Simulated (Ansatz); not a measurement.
**GdN (Fm-3m) at 2 levels of theory**

One geometry, relaxed with PBE; plane waves with PAW potentials in Ansatz, scalar-relativistic. Collinear spin, ending at 7.0 μB a primitive cell. Gaps are the least over mesh and band path; pressure is positive in compression.

```
Gd N
1.0
    -1.76201    1.76201    2.49226
     1.76201   -1.76201    2.49226
     1.76201    1.76201   -2.49226
Gd N
1 1
Direct
  0.30173 0.30173 0.00000
  0.80174 0.80174 0.00000
```

```csv
level,cutoff (eV),k mesh,gap (eV),pressure (GPa),largest moment (μB)
PBE,420,18×18×18,0,0.0,6.86
```

Q: What comes out on the same cell with r2SCAN?

A:
```json
{"level": "r2SCAN", "cutoff (eV)": "500", "k mesh": "18×18×18", "gap (eV)": "0", "pressure (GPa)": "-1.0", "largest moment (μB)": "6.93"}
```

The state reached may not be the lowest one. Spin-orbit coupling matters for the bands of heavy elements and is left out.

The cell was reached from a generator's guess, though it ends in a space group that the part of the Crystallography Open Database at hand lists for this formula. The 4f shell has no Hubbard U here.
